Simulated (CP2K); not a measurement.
Runs of CP2K 2026.2 on CO2. It takes space group Cmce (No. 64, orthorhombic). Conventional cell: a = 5.272 Å, b = 4.775 Å, c = 6.587 Å, α = 90.00°, β = 90.00°, γ = 90.00°. Around O (site symmetry m) lie 1 C at 1.17 Å. C (site symmetry 2/m) has 2 O at 1.17 Å as nearest neighbours. The cell comes from a database or a generator and needn't be the stable form of this composition.

```tsv
level	potentials or basis	smearing	NGRIDS	points a segment of the path (NPOINTS)	bands added on the path	CUTOFF of the grids	gap on the mesh (eV)	pressure (GPa)	largest force (eV/Å)
LDA	GTH_POTENTIALS O GTH-PADE-q6, C GTH-PADE-q4; TZVP-MOLOPT-PBE-GTH basis	fermi-dirac 0.01 eV	4	10	6	600 Ry	6.55	(a)	0.04
r2SCAN	POTENTIAL_UZH O GTH-SCAN-q6, C GTH-SCAN-q4; TZVP-MOLOPT-SCAN-GTH basis	fermi-dirac 0.05 eV	5	6	6	850 Ry	7.30	-0.2	(c)
TB-mBJ	POTENTIAL_UZH O GTH-PBE-q6, C GTH-PBE-q4; TZVP-MOLOPT-PBE-GTH basis	fermi-dirac 0.05 eV	4	6	2	850 Ry	7.27	-	-
PBEsol	POTENTIAL_UZH O GTH-PBE-q6, C GTH-PBE-q4; TZVP-MOLOPT-PBE-GTH basis	fermi-dirac 0.05 eV	5	6	6	600 Ry	6.72	(b)	0.96
```

Alike in all rows: task band structure; no spin polarisation; cell as given; k mesh 8 × 8 × 4.

Task: Fill in the values left out.

Result: (a) -1.0; (b) 4.0; (c) 0.24.

Caveats: the basis of atomic orbitals isn't converged, which shifts pressures, moduli and gaps; the potentials were made for another functional, which shifts forces and pressure (some runs); this is a model potential without an energy functional, so only levels have meaning (some runs).

